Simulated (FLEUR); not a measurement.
**Ag: band structure with PBEsol**

The system is Ag.

```
Ag
1.0
     0.00000    2.04275    2.04275
     2.04275    0.00000    2.04275
     2.04275    2.04275    0.00000
Ag
1
Direct
  0.00000 0.00000 0.00000
```

```json
{
 "Program": "FLEUR MaX-R8.1 (later development tree)",
 "Task": "band structure",
 "Functional": "PBEsol",
 "Potentials or basis": "all-electron",
 "Basis": "FLAPW",
 "Kmax": "4.1 1/bohr",
 "k mesh": "8 × 8 × 8",
 "Occupations": "fermi-dirac, width 0.05 eV",
 "Spin": "spin-orbit coupling, no magnetisation",
 "Gmax": "12.7 1/bohr",
 "Muffin-tin radii": "Ag 2.53 bohr",
 "lmax": "Ag 10",
 "lnonsphr": "Ag 10",
 "Local orbitals a species": "Ag 5",
 "Max iterations": "60",
 "Mixing factor": "0.05",
 "Mixer": "Anderson",
 "Mixer history": "15",
 "Density convergence": "1e-05 me/bohr^3"
}
```

- Band gap along the path: none (metal or under the smearing width)
- Valence electrons inside the program's atomic spheres: Ag 17.83 (radii Ag 2.53 bohr)

Levels at the corners of the path, in eV from the Fermi level:
| point | band 15 | band 16 | band 17 | band 18 | band 19 | band 20 | band 21 | band 22 |
| --- | --- | --- | --- | --- | --- | --- | --- | --- |
| Γ | -4.36 | -4.36 | -3.46 | -3.46 | -3.46 | -3.46 | 16.00 | 16.00 |
| X | -2.63 | -2.63 | -2.30 | -2.30 | 1.70 | 1.70 | 6.90 | 6.90 |
| W | -3.48 | -3.48 | -2.49 | -2.49 | 5.93 | 5.93 | 6.25 | 6.25 |
| K | -3.30 | -3.30 | -2.74 | -2.74 | 4.42 | 4.42 | 5.40 | 5.40 |
| Γ | -4.36 | -4.36 | -3.46 | -3.46 | -3.46 | -3.46 | 16.00 | 16.00 |
| L | -2.81 | -2.81 | -2.59 | -2.59 | -0.29 | -0.29 | 3.77 | 3.77 |
| U | -3.30 | -3.30 | -2.74 | -2.74 | 4.42 | 4.42 | 5.40 | 5.40 |
| W | -3.48 | -3.48 | -2.49 | -2.49 | 5.93 | 5.93 | 6.25 | 6.25 |
| L | -2.81 | -2.81 | -2.59 | -2.59 | -0.29 | -0.29 | 3.77 | 3.77 |
| K | -3.30 | -3.30 | -2.74 | -2.74 | 4.42 | 4.42 | 5.40 | 5.40 |
| U | -3.30 | -3.30 | -2.74 | -2.74 | 4.42 | 4.42 | 5.40 | 5.40 |
| X | -2.63 | -2.63 | -2.30 | -2.30 | 1.70 | 1.70 | 6.90 | 6.90 |

Core levels (eV from the Fermi level):
```csv
atom,levels
1 Ag,"1s1/2 -25298.6, 2s1/2 -3721.6, 2p1/2 -3458.8, 2p3/2 -3283.6, 3s1/2 -679.5, 3p1/2 -575.0, 3p3/2 -544.1, 3d3/2 -358.8, 3d5/2 -352.6"
```

It took 3.2 min on 1 thread of Intel(R) Xeon(R) 6975P-C (Granite Rapids) (shared host), peak memory 0.14 GiB.
